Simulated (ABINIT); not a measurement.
Crystal: HfB2.

```xyz
3
Lattice="3.1400 0.0000 0.0000 -1.5700 2.7193 0.0000 0.0000 0.0000 3.4800" Properties=species:S:1:pos:R:3 pbc="T T T"
Hf    0.0000    0.0000    0.0000
B     1.5700    0.9064    1.7400
B     0.0000    1.8129    1.7400
```

Base run:

```yaml
Program: ABINIT 10.8.3 (patched build)
Functional: LDA
Potentials_or_basis: JTH PAW LDA v2.0
Cutoff: 463 eV
k_mesh: 10 × 10 × 8
Occupations: fermi-dirac, width 0.05 eV
Spin: no spin polarisation
```

Its results: band gap on the k mesh none (metal or under the smearing width); pressure -10.5 GPa.

Question: After a change of settings the same cell gave: band gap on the k mesh none (metal or under the smearing width); pressure -11.5 GPa. Which change was it?
A. k mesh from 10 × 10 × 8 to 8 × 8 × 6
B. functional from LDA to PBEsol; potentials or basis from JTH PAW LDA v2.0 to PseudoDojo NC SR PBEsol v0.4.1 standard; cutoff from 463 eV to 1034 eV
C. potentials or basis from JTH PAW LDA v2.0 to PseudoDojo NC SR LDA v0.4.1 standard; cutoff from 463 eV to 1034 eV

Answer: C.

Caveats: spin-orbit coupling is left out, which moves the levels of the heavy elements.
